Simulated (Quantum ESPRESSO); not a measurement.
# S K ELNES/XANES of BeS (F-43m) from DFT

What does one-electron theory with a core hole give for the S K edge of BeS (F-43m)?

Program: Quantum ESPRESSO 7.5. Level of theory: X-ray absorption near-edge structure, plane-wave PAW PBEsol, one-electron final states by a Lanczos continued fraction. Results are calculated unless marked as measured.

Most raw output is cut from this account.

The database entry behind the starting cell differs from later determinations by our own check (0.1 to 0.3 % short, probably kX units), so it need not match the best structure at ambient conditions.

### 1. Starting point

It takes space group F-43m (No. 216, cubic). Conventional cell: a = 4.850 Å, b = 4.850 Å, c = 4.850 Å, α = 90.00°, β = 90.00°, γ = 90.00°. Nearest to S lie 4 Be at 2.10 Å. Be has 4 S at 2.10 Å nearest. Farther neighbours and most contacts between anions are not listed.

### 2. Ground state of the crystal

A plain self-consistent run shows whether there is a gap, which decides the set-up of the core-hole run.

scf.in

```
&control
   calculation='scf', prefix='x', pseudo_dir='../pp', outdir='tmp', tprnfor=.true.
/
&system
   ibrav=0, nat=2, ntyp=2, nbnd=8
   ecutwfc=44, ecutrho=250
   occupations='smearing', smearing='mv', degauss=0.015
/
&electrons
   conv_thr=2.0e-08, electron_maxstep=120
   mixing_beta=0.5
/
ATOMIC_SPECIES
S3 1.0 S.pbesol-nl-kjpaw.UPF
Be 1.0 Be.pbesol-n-kjpaw.UPF
CELL_PARAMETERS angstrom
  0.00000000 2.42500000 2.42500000
  2.42500000 0.00000000 2.42500000
  2.42500000 2.42500000 0.00000000
ATOMIC_POSITIONS crystal
S3   0.75000000 0.75000000 0.75000000
Be   0.00000000 0.00000000 0.00000000
K_POINTS automatic
9 9 9 0 0 0
```

S.pbesol-nl-kjpaw.ld1.in

```
&input
   title='S', zed=16., rel=1, iswitch=3, dft='PBESOL',
   config='[Ne] 3s2 3p4 3d-1'
/
&inputp
   file_pseudopw='S.pbesol-nl-kjpaw.UPF', author='',
   lpaw=.true.,
   pseudotype=3,
   lloc=2,
   which_augfun='PSQ',
   rmatch_augfun_nc=.true.,
   nlcc=.true.,
   new_core_ps=.true.,
   rcore=1.5,
   tm=.true.,
   lgipaw_reconstruction=.true., use_paw_as_gipaw=.true.
/
5
3S  1  0  2.00  0.00  1.50  1.70  0.0
3S  1  0  0.00  6.00  1.50  1.70  0.0
3P  2  1  4.00  0.00  1.50  1.70  0.0
3P  2  1  0.00  3.00  1.50  1.70  0.0
3D  3  2  0.00  1.50  1.60  1.60  0.0
```

Be.pbesol-n-kjpaw.ld1.in

```
&input
   title='Be', zed=4., rel=1, iswitch=3, dft='PBESOL',
   config='[He] 2s2 2p0'
/
&inputp
   file_pseudopw='Be.pbesol-n-kjpaw.UPF', author='',
   lpaw=.true.,
   pseudotype=3,
   lloc=-1,
   rcloc=0.9,
   which_augfun='PSQ',
   rmatch_augfun_nc=.true.,
   nlcc=.true.,
   new_core_ps=.true.,
   rcore=1.2,
   tm=.true.,
   lgipaw_reconstruction=.true., use_paw_as_gipaw=.true.
/
4
2S  1  0  2.00  0.00  1.40  1.80  0.0
2S  2  0  0.00  6.50  1.40  1.80  0.0
2P  2  1  0.00  0.00  1.70  1.80  0.0
2P  2  1  0.00  6.30  1.70  1.80  0.0
```

The run is started by

```console
$ OMP_NUM_THREADS=1 mpirun --oversubscribe --bind-to none -np 4 pw.x -nk 4 -in scf.in > scf.out
```

Elapsed: 2.7 s, on 4 MPI ranks of Intel Xeon 6975P-C (Granite Rapids), shared host; peak memory 0.06 GiB.

Absorbing atoms carry a label of their own (element plus a letter or digit), as the spectrum program needs them as separate species.

The mesh shows a gap of 3.03 eV, so the hole is first treated in a charged cell, without the excited electron.

### 3. Spectrum without a core hole, S atom 1

Without a hole the spectrum is the empty density of states of the right symmetry on the absorber, weighted by matrix elements. It needs only the small cell and serves as the baseline.

The absorber has 4 Be at 2.10 Å (tetrahedral, site symmetry -43m).

xspectra.in

```
&input_xspectra
   calculation='xanes_dipole', edge='K'
   prefix='x', outdir='tmp', xiabs=1, xe0=6.815
   xonly_plot=.false., x_save_file='xanes.sav'
   xniter=3000, xcheck_conv=20, xerror=0.005
   xcoordcrys=.false., xepsilon(1)=1, xepsilon(2)=0, xepsilon(3)=0
/
&plot
   xnepoint=413, xemin=-10, xemax=45, terminator=.true., cut_occ_states=.true.
   xgamma=0.4
/
&pseudos
   filecore='../S.wfc'
/
&cut_occ
   cut_desmooth=0.1, cut_stepl=0.05, cut_stepu=0.05, cut_ierror=1e-5
/
8 8 8 0 0 0
```

The run is started by

```console
$ OMP_NUM_THREADS=1 mpirun --oversubscribe --bind-to none -np 4 xspectra.x -nk 4 -in xspectra.in > xspectra.out
```

Wall time 9.1 s (4 MPI ranks); peak memory 0.08 GiB.

The S K spectrum, S atom 1, no core hole (energy from the lowest empty level; intensity scaled to a mean of 1 over the first 20 eV; the points at xe0, where the cut of filled states can leave a spike, are interpolated):

```
E (eV)  intensity
  -2.0       0.03
  -1.5       0.04
  -1.0       0.05
  -0.5       0.06
   0.0       0.07
   0.5       0.11
   1.0       0.17
   1.5       0.27
   2.0       0.40
   2.5       0.58
   3.0       0.79
   3.5       1.08
   4.0       1.19
   4.5       1.23
   5.0       1.13
   5.5       1.58
   6.0       1.83
   6.5       1.10
   7.0       1.01
   7.5       1.54
   8.0       1.57
   8.5       1.32
   9.0       1.07
   9.5       1.17
  10.0       1.09
  10.5       1.16
  11.0       1.06
  11.5       1.06
  12.0       0.92
  12.5       0.92
  13.0       1.15
  13.5       1.28
  14.0       1.04
  14.5       1.36
  15.0       1.19
  15.5       0.93
  16.0       0.99
  16.5       0.98
  17.0       0.93
  17.5       0.91
  18.0       0.83
  18.5       1.01
  19.0       0.76
  19.5       0.81
  20.0       0.84
  20.5       0.89
  21.0       0.64
  21.5       0.54
  22.0       0.48
  22.5       0.66
  23.0       0.70
  23.5       0.61
  24.0       0.57
  24.5       0.49
  25.0       0.53
  25.5       0.69
  26.0       0.71
  26.5       0.91
  27.0       0.70
  27.5       0.65
  28.0       0.58
  28.5       0.44
  29.0       0.46
  29.5       0.58
  30.0       0.63
  30.5       0.68
  31.0       0.83
  31.5       0.89
  32.0       0.89
```

Main maxima below 24 eV (height): 4.4 eV (1.24), 6.0 eV (1.84), 7.7 eV (1.61), 9.4 eV (1.18), 13.3 eV (1.37) and 14.6 eV (1.42). A K edge sees empty p states on the absorber.

### 4. Another broadening

The final state's lifetime shortens with energy, so measured features broaden above the edge; the saved Lanczos coefficients are redrawn with a width that grows.

xspectra_plot.in

```
&input_xspectra
   calculation='xanes_dipole', edge='K'
   prefix='x', outdir='tmp', xiabs=1, xe0=6.815
   xonly_plot=.true., x_save_file='xanes.sav'
   xniter=3000, xcheck_conv=20, xerror=0.005
   xcoordcrys=.false., xepsilon(1)=1, xepsilon(2)=0, xepsilon(3)=0
/
&plot
   xnepoint=413, xemin=-10, xemax=45, terminator=.true., cut_occ_states=.true.
   gamma_mode='variable', gamma_energy(1)=4, gamma_energy(2)=25, gamma_value(1)=0.3, gamma_value(2)=2.5
/
&pseudos
   filecore='../S.wfc'
/
&cut_occ
   cut_desmooth=0.1, cut_stepl=0.05, cut_stepu=0.05, cut_ierror=1e-5
/
8 8 8 0 0 0
```

The run is started by

```console
$ OMP_NUM_THREADS=1 xspectra.x -in xspectra_plot.in > xspectra_plot.out
```

The job ended after 4.3 s (1 MPI rank; peak memory 0.06 GiB).

With a Lorentzian half width 0.3 eV up to 4 eV, rising linearly to 2.5 eV at 25 eV (counted from xe0, 1.5 eV below the zero used here), the maxima are 4.4 eV (1.25), 5.8 eV (1.61), 7.8 eV (1.41) and 13.7 eV (1.11).

### 5. Supercell without a hole, the energy reference

The photon energy needs a difference of total energies, so the cell and mesh of the coming hole run are first run without a hole.

scf.in

```
&control
   calculation='scf', prefix='x', pseudo_dir='../pp', outdir='tmp', tprnfor=.true.
/
&system
   ibrav=0, nat=12, ntyp=2, nbnd=28
   ecutwfc=44, ecutrho=250
   occupations='fixed'
/
&electrons
   conv_thr=1.2e-07, electron_maxstep=120
   mixing_beta=0.5
/
ATOMIC_SPECIES
S 1.0 S.pbesol-nl-kjpaw.UPF
Be 1.0 Be.pbesol-n-kjpaw.UPF
CELL_PARAMETERS angstrom
  2.42500000 4.85000000 2.42500000
  2.42500000 -4.85000000 2.42500000
  2.42500000 -2.42500000 -4.85000000
ATOMIC_POSITIONS crystal
S    0.12500000 0.37500000 0.00000000
S    0.79166667 0.37500000 0.33333333
S    0.62500000 0.87500000 0.00000000
S    0.45833333 0.37500000 0.66666667
S    0.29166667 0.87500000 0.33333333
S    0.95833333 0.87500000 0.66666667
Be   0.00000000 0.00000000 0.00000000
Be   0.66666667 0.00000000 0.33333333
Be   0.50000000 0.50000000 0.00000000
Be   0.33333333 0.00000000 0.66666667
Be   0.16666667 0.50000000 0.33333333
Be   0.83333333 0.50000000 0.66666667
K_POINTS automatic
4 3 4 0 0 0
```

The run is started by

```console
$ OMP_NUM_THREADS=1 mpirun --oversubscribe --bind-to none -np 4 pw.x -nk 4 -in scf.in > scf.out
```

Elapsed: 13 s, on 4 MPI ranks; peak memory 0.13 GiB; 48 s of CPU time.

Reference energy: -67483.469 eV with the cores included.

### 6. The atom with a core hole

The final state has one core electron fewer, so a PAW data set is made for an atom with that hole.

S.pbesol-nl-kjpaw-1sch.ld1.in

```
&input
   title='S', zed=16., rel=1, iswitch=3, dft='PBESOL',
   config='1s1 2s2 2p6 3s2 3p5 3d-1'
/
&inputp
   file_pseudopw='S.pbesol-nl-kjpaw-1sch.UPF', author='',
   lpaw=.true.,
   pseudotype=3,
   lloc=2,
   which_augfun='PSQ',
   rmatch_augfun_nc=.true.,
   nlcc=.true.,
   new_core_ps=.true.,
   rcore=1.5,
   tm=.true.,
   zval=7,
   lgipaw_reconstruction=.true., use_paw_as_gipaw=.true.
/
5
3S  1  0  2.00  0.00  1.50  1.70  0.0
3S  1  0  0.00  6.00  1.50  1.70  0.0
3P  2  1  5.00  0.00  1.50  1.70  0.0
3P  2  1  0.00  3.00  1.50  1.70  0.0
3D  3  2  0.00  1.50  1.60  1.60  0.0
```

The run is started by

```console
$ ld1.x < S.pbesol-nl-kjpaw-1sch.ld1.in > S.pbesol-nl-kjpaw-1sch.ld1.out
```

It took 1.4 s on 1 MPI rank; peak memory 0.12 GiB.

Removing the core electron and adding it to the valence shell costs the free atom 2476.3 eV.

### 7. Supercell with FCH, S atom 1

The holes are 5.9 Å apart. The excited electron is left out and a uniform background balances the charge.

scf.in, as its differences from that of step 5:

```diff
@@ -4,5 +4,6 @@
 &system
-   ibrav=0, nat=12, ntyp=2, nbnd=28
+   ibrav=0, nat=12, ntyp=3, nbnd=28
    ecutwfc=44, ecutrho=250
    occupations='fixed'
+   tot_charge=1
 /
@@ -13,2 +14,3 @@
 ATOMIC_SPECIES
+S0 1.0 S.pbesol-nl-kjpaw-1sch.UPF
 S 1.0 S.pbesol-nl-kjpaw.UPF
@@ -20,3 +22,3 @@
 ATOMIC_POSITIONS crystal
-S    0.12500000 0.37500000 0.00000000
+S0   0.12500000 0.37500000 0.00000000
 S    0.79166667 0.37500000 0.33333333
```

The run is started by

```console
$ OMP_NUM_THREADS=1 mpirun --oversubscribe --bind-to none -np 4 pw.x -nk 4 -in scf.in > scf.out
```

The job ended after 23 s (4 MPI ranks; peak memory 0.13 GiB; 87 s of CPU time).

Energy with the hole: -65011.022 eV, cores included.

### 8. Spectrum with FCH, S atom 1

The Lanczos recursion gives the spectrum without computing empty bands; each polarisation needs a run of its own on the full k mesh. xe0 is set between filled and empty states, and states below it are cut. The file of filecore holds the core orbital, taken from the hole-free data set.

xspectra.in, as its differences from that of step 3:

```diff
@@ -2,3 +2,3 @@
    calculation='xanes_dipole', edge='K'
-   prefix='x', outdir='tmp', xiabs=1, xe0=6.815
+   prefix='x', outdir='tmp', xiabs=1, xe0=6.8046
    xonly_plot=.false., x_save_file='xanes.sav'
@@ -17,2 +17,2 @@
 /
-8 8 8 0 0 0
+5 4 5 0 0 0
```

xspectra_1.in, as its differences from xspectra.in of step 8:

```diff
@@ -5,3 +5,3 @@
    xniter=3000, xcheck_conv=20, xerror=0.005
-   xcoordcrys=.false., xepsilon(1)=1, xepsilon(2)=0, xepsilon(3)=0
+   xcoordcrys=.false., xepsilon(1)=0, xepsilon(2)=1, xepsilon(3)=0
 /
```

The run is started by

```console
$ OMP_NUM_THREADS=1 mpirun --oversubscribe --bind-to none -np 4 xspectra.x -nk 4 -in xspectra.in > xspectra.out
```

It took 64 s on 4 MPI ranks; peak memory 0.1 GiB; 4.1 min of CPU time.

The S K spectrum, S atom 1, full core hole (charged cell) (energy from the lowest empty level; intensity scaled to a mean of 1 over the first 20 eV; the points at xe0, where the cut of filled states can leave a spike, are interpolated):

```
E (eV)  intensity
  -2.0       0.04
  -1.0       0.06
   0.0       0.11
   1.0       0.29
   2.0       0.82
   3.0       1.56
   4.0       1.79
   5.0       1.51
   6.0       1.41
   7.0       1.23
   8.0       1.06
   9.0       1.03
  10.0       1.04
  11.0       0.93
  12.0       0.87
  13.0       0.97
  14.0       1.20
  15.0       0.91
  16.0       0.73
  17.0       0.79
  18.0       0.76
  19.0       0.59
  20.0       0.60
  21.0       0.53
  22.0       0.54
  23.0       0.71
  24.0       0.58
  25.0       0.66
  26.0       0.81
  27.0       0.66
  28.0       0.56
  29.0       0.54
  30.0       0.78
  31.0       0.94
  32.0       0.91
```

Main maxima below 24 eV (height): 3.8 eV (1.80), 7.4 eV (1.28), 8.7 eV (1.07), 9.8 eV (1.07), 13.6 eV (1.24) and 16.8 eV (0.79). 

The hole costs E(hole) − E(ground) = 2472.45 eV, and the lowest empty level of the hole cell lies at 8.26 eV, which puts the zero at 2480.71 eV. One term is added: -16.94 eV, since the hole is spin-paired here and a spin-polarised one costs that much less in the free atom (computed apart). The photon energy is then 2463.77 eV. The functional and the charged cell's background leave an error in such absolute values: in the free atom PBEsol prices this hole 4.4 eV below PBE (computed apart), and PBE is itself good to a few eV.

### 9. Another broadening

xspectra_plot.in, as its differences from that of step 4:

```diff
@@ -2,3 +2,3 @@
    calculation='xanes_dipole', edge='K'
-   prefix='x', outdir='tmp', xiabs=1, xe0=6.815
+   prefix='x', outdir='tmp', xiabs=1, xe0=6.8046
    xonly_plot=.true., x_save_file='xanes.sav'
@@ -17,2 +17,2 @@
 /
-8 8 8 0 0 0
+5 4 5 0 0 0
```

The run is started by

```console
$ OMP_NUM_THREADS=1 xspectra.x -in xspectra_plot.in > xspectra_plot.out
```

Run time: 4.4 s. Hardware: 1 MPI rank; peak memory 0.04 GiB.

With a Lorentzian half width 0.3 eV up to 4 eV, rising linearly to 2.5 eV at 25 eV (counted from xe0, 1.5 eV below the zero used here), the maxima are 3.6 eV (1.82) and 13.6 eV (0.99).

### 10. Spectrum with FCH, other settings, S atom 1

Another set-up is tried: limit of Lanczos steps from 3000 to low.

xspectra.in, as its differences from that of step 8:

```diff
@@ -4,3 +4,3 @@
    xonly_plot=.false., x_save_file='xanes.sav'
-   xniter=3000, xcheck_conv=20, xerror=0.005
+   xniter=20, xcheck_conv=20, xerror=0.005
    xcoordcrys=.false., xepsilon(1)=1, xepsilon(2)=0, xepsilon(3)=0
```

The run is started by

```console
$ OMP_NUM_THREADS=1 mpirun --oversubscribe --bind-to none -np 4 xspectra.x -nk 4 -in xspectra.in > xspectra.out
```

Run time: 9.9 s. Hardware: 4 MPI ranks; peak memory 0.1 GiB.

The run stopped without converging, so none of its numbers is a property of the system.

The fault put into the input: too few Lanczos steps.

The first core-hole run, which has the sound setting, is the one that is kept.

### 11. Supercell with XCH, S atom 1

The holes are 5.9 Å apart. The excited electron is kept in the cell, where it fills the lowest empty states and screens the hole.

Changed against the first core-hole run: core hole to XCH.

scf.in, as its differences from that of step 7:

```diff
@@ -4,6 +4,5 @@
 &system
-   ibrav=0, nat=12, ntyp=3, nbnd=28
+   ibrav=0, nat=12, ntyp=3, nbnd=30
    ecutwfc=44, ecutrho=250
-   occupations='fixed'
-   tot_charge=1
+   occupations='smearing', smearing='gaussian', degauss=0.003
 /
```

The run is started by

```console
$ OMP_NUM_THREADS=1 mpirun --oversubscribe --bind-to none -np 4 pw.x -nk 4 -in scf.in > scf.out
```

The job ended after 18 s (4 MPI ranks; peak memory 0.13 GiB; 71 s of CPU time).

Energy with the hole: -65002.125 eV, cores included.

### 12. Spectrum with XCH, S atom 1

Changed against the first core-hole run: core hole to XCH.

xspectra.in, as its differences from that of step 10:

```diff
@@ -2,5 +2,5 @@
    calculation='xanes_dipole', edge='K'
-   prefix='x', outdir='tmp', xiabs=1, xe0=6.8046
+   prefix='x', outdir='tmp', xiabs=1, xe0=8.2691
    xonly_plot=.false., x_save_file='xanes.sav'
-   xniter=20, xcheck_conv=20, xerror=0.005
+   xniter=3000, xcheck_conv=20, xerror=0.005
    xcoordcrys=.false., xepsilon(1)=1, xepsilon(2)=0, xepsilon(3)=0
```

The run is started by

```console
$ OMP_NUM_THREADS=1 mpirun --oversubscribe --bind-to none -np 4 xspectra.x -nk 4 -in xspectra.in > xspectra.out
```

Run time: 64 s. Hardware: 4 MPI ranks; peak memory 0.1 GiB.

```
E (eV)  first run  this run
  -2.0       0.04      0.05
  -1.0       0.06      0.07
   0.0       0.11      0.14
   1.0       0.29      0.37
   2.0       0.82      1.00
   3.0       1.56      1.63
   4.0       1.79      1.76
   5.0       1.51      1.51
   6.0       1.41      1.33
   7.0       1.23      1.28
   8.0       1.06      1.01
   9.0       1.03      1.00
  10.0       1.04      0.98
  11.0       0.93      0.93
  12.0       0.87      0.81
  13.0       0.97      1.11
  14.0       1.20      1.17
  15.0       0.91      0.85
  16.0       0.73      0.70
  17.0       0.79      0.75
  18.0       0.76      0.76
  19.0       0.59      0.55
  20.0       0.60      0.65
  21.0       0.53      0.48
  22.0       0.54      0.56
  23.0       0.71      0.65
  24.0       0.58      0.54
  25.0       0.66      0.70
  26.0       0.81      0.77
  27.0       0.66      0.60
  28.0       0.56      0.53
  29.0       0.54      0.59
  30.0       0.78      0.86
  31.0       0.94      0.89
  32.0       0.91      0.85
```

Against the first run the r.m.s. difference is 7 %. The highest intensity below 16 eV goes from 3.8 eV (1.80) to 3.5 eV (1.78).

The photon energy of the zero moves by +0.64 eV.

### 13. What the core hole does

Both curves are counted from their own zero, so only the shift of weight within the empty states shows.

```
E (eV)  no hole   FCH
  -2.0     0.03  0.04
  -1.0     0.05  0.06
   0.0     0.07  0.11
   1.0     0.17  0.29
   2.0     0.40  0.82
   3.0     0.79  1.56
   4.0     1.19  1.79
   5.0     1.13  1.51
   6.0     1.83  1.41
   7.0     1.01  1.23
   8.0     1.57  1.06
   9.0     1.07  1.03
  10.0     1.09  1.04
  11.0     1.06  0.93
  12.0     0.92  0.87
  13.0     1.15  0.97
  14.0     1.04  1.20
  15.0     1.19  0.91
  16.0     0.99  0.73
  17.0     0.93  0.79
  18.0     0.83  0.76
  19.0     0.76  0.59
  20.0     0.84  0.60
  21.0     0.64  0.53
  22.0     0.48  0.54
  23.0     0.70  0.71
  24.0     0.57  0.58
  25.0     0.53  0.66
  26.0     0.71  0.81
  27.0     0.70  0.66
  28.0     0.58  0.56
  29.0     0.46  0.54
  30.0     0.63  0.78
  31.0     0.83  0.94
  32.0     0.89  0.91
```

With each curve scaled to its own mean, the area from −2 to 6 eV with the hole is 7.0 against 4.8, and the centre of weight from −1 to 20 eV moves by -1.2 eV: the hole pulls the absorber's empty states down.

### 14. What came out

| Property | Result |
| --- | --- |
| absorber and edge | S K, atom 1 of the ground-state input (counted from 1) |
| surroundings | 4 Be at 2.10 Å (tetrahedral, site symmetry -43m) |
| highest intensity below 16 eV | 3.8 eV above the zero, height 1.80 |
| photon energy of the zero, with the added terms | 2463.8 eV (raw 2480.7 eV; PBEsol puts this hole about 4 eV below PBE, itself good to a few eV) |

The S K edge of atom 1, with 4 Be at 2.10 Å (tetrahedral, site symmetry -43m), has its highest intensity of the first 16 eV at 3.8 eV above the zero, near 2468 eV in photon energy (PBEsol puts this hole about 4 eV below PBE, itself good to a few eV), 1.8 times the mean level of the first 20 eV (Lorentzian half width 0.4 eV). With each curve scaled to its own mean, the area from −2 to 6 eV with the hole is 7.0 against 4.8, and the centre of weight from −1 to 20 eV moves by -1.2 eV: the hole pulls the absorber's empty states down. Changing the core hole to XCH alters the shape by 7 % r.m.s., so the result is insensitive to this choice. The holes are only 5.9 Å apart, so the shape is probably not converged with cell size; no larger cell was run here. The structure is a published determination, not relaxed.

[Logs are printed without paths, hosts, clocks, repeated set-up lines and the standing remarks that a program may print on its own settings, such as how far it seeks lower states.]

[Hosts, paths, dates, database ids (printed as entryN), source tags and the programs' standing remarks are cut or masked in the printed files.]

[Lists of maxima count a maximum above −3 eV only where it reaches 4 % of the highest in the window and stands out from its surroundings by 2 % of it (1.5 % where it reaches 55 %); shoulders and weaker maxima are passed over, and of the rest the first, up to two pre-edge ones and the few strongest are named.]
